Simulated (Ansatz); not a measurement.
## Band table of Sc (omega type)

```yaml
crystal:
  lattice:
    - [4.08752, 0.00000, 0.00000]
    - [-2.04376, 3.53989, 0.00000]
    - [0.00000, 0.00000, 2.28457]
  atoms:
    - { symbol: Sc, position: [0.00000, 0.00000, 0.00000] }
    - { symbol: Sc, position: [0.33333, 0.66667, 0.50000] }
    - { symbol: Sc, position: [0.66667, 0.33333, 0.50000] }
```

The cell comes from a relaxation on PAW files under the same functional, begun from a prototype that needn't be the stable phase.

All numbers are PBE results (scalar-relativistic) from Ansatz 0.2.0, with a Γ-centred 8×8×11 k mesh, Fermi–Dirac smearing of 0.05 eV, no spin polarisation. Methods: LAPW: all electrons, basis error target 1 meV/atom.

This run: volume at 0.45 of the series' base cell.

Path points, in fractions of the reciprocal vectors: Γ (0.000, 0.000, 0.000), M (0.500, 0.000, 0.000), K (0.333, 0.333, 0.000), A (0.000, 0.000, 0.500), L (0.500, 0.000, 0.500), H (0.333, 0.333, 0.500). Levels in eV from the Fermi level; bands 22 to 33, counted from the lowest band of the run. The gap is zero, the pressure 128.8 GPa.

```
# k(1/Å) point b22 b23 b24 b25 b26 b27 b28 b29 b30 b31 b32 b33
0.000 Γ -25.10 -24.60 -24.49 -4.40 -2.36 0.70 0.70 0.81 0.81 0.85 1.25 2.91
0.222 - -25.14 -24.61 -24.51 -4.09 -2.23 -0.47 0.00 0.60 1.14 1.64 1.76 2.63
0.444 - -25.14 -24.66 -24.55 -3.27 -2.04 -1.57 -0.40 0.17 0.89 1.71 1.82 3.17
0.666 - -25.02 -24.75 -24.59 -2.83 -2.23 -1.19 -0.43 -0.32 0.44 0.86 1.53 4.23
0.887 M -24.92 -24.84 -24.60 -3.18 -1.35 -1.24 -0.42 -0.26 0.06 0.37 1.29 4.14
1.016 - -24.91 -24.83 -24.61 -3.14 -1.63 -1.36 -0.46 -0.28 0.10 0.93 1.32 4.20
1.144 - -24.90 -24.83 -24.64 -3.02 -2.05 -1.69 -0.43 -0.40 0.39 1.60 1.69 4.38
1.272 - -24.87 -24.82 -24.67 -2.91 -2.30 -2.03 -0.39 -0.29 0.29 2.21 2.41 3.73
1.400 K -24.84 -24.84 -24.68 -2.90 -2.25 -2.25 -0.28 -0.28 0.15 2.69 2.96 2.96
1.656 - -24.96 -24.76 -24.64 -2.68 -2.21 -2.13 -0.83 0.05 0.50 1.50 3.02 3.22
1.912 - -25.10 -24.68 -24.57 -3.00 -1.99 -1.54 -1.31 0.41 0.94 1.57 2.55 2.71
2.168 - -25.15 -24.62 -24.51 -3.99 -2.19 -0.46 -0.44 0.71 1.12 1.75 1.86 2.54
2.425 Γ -25.10 -24.60 -24.49 -4.40 -2.36 0.70 0.70 0.81 0.81 0.85 1.25 2.91
2.768 - -25.15 -25.10 -25.10 -3.79 -1.35 -0.05 -0.05 0.42 0.42 2.03 2.27 3.00
3.112 - -26.48 -25.14 -25.14 -2.38 -1.76 -1.76 -0.65 -0.65 0.82 3.34 3.34 3.47
3.456 - -26.48 -25.29 -25.29 -3.29 -3.29 -1.77 -1.77 -0.65 2.05 2.28 2.28 3.76
3.800 A -26.16 -25.45 -25.45 -3.88 -3.88 -2.24 -2.24 0.76 1.57 1.83 1.83 3.94
4.022 - -26.12 -25.44 -25.40 -3.77 -3.65 -2.46 -2.17 0.19 1.28 1.70 3.28 3.86
4.244 - -26.01 -25.47 -25.30 -3.48 -3.19 -2.64 -2.00 -0.73 1.37 1.84 3.68 4.16
4.465 - -25.89 -25.64 -25.20 -3.17 -3.13 -2.40 -1.83 -0.41 0.96 1.21 3.59 3.66
4.687 L -25.84 -25.80 -25.16 -3.30 -2.96 -2.11 -1.75 0.21 0.62 0.77 2.93 3.58
4.815 - -25.85 -25.85 -25.14 -3.63 -2.55 -2.04 -1.69 -0.05 0.63 1.12 2.93 3.11
4.943 - -25.99 -25.88 -25.09 -3.97 -1.97 -1.85 -1.52 -0.41 0.62 1.73 2.41 2.93
5.072 - -26.03 -25.92 -25.05 -4.18 -1.59 -1.43 -1.33 -0.73 0.42 2.11 2.42 2.86
5.200 H -25.97 -25.97 -25.03 -4.25 -1.34 -1.34 -1.02 -1.02 0.23 2.31 2.31 2.98
5.456 - -25.92 -25.88 -25.09 -4.02 -2.12 -1.73 -1.35 -0.91 0.86 1.84 2.38 3.47
5.712 - -25.99 -25.54 -25.24 -3.66 -2.72 -2.64 -1.82 -0.97 1.50 1.67 3.37 4.13
5.968 - -26.11 -25.44 -25.39 -3.75 -3.56 -2.52 -2.14 -0.02 1.40 1.68 3.47 3.90
6.224 A -26.16 -25.45 -25.45 -3.88 -3.88 -2.24 -2.24 0.76 1.57 1.83 1.83 3.94
```
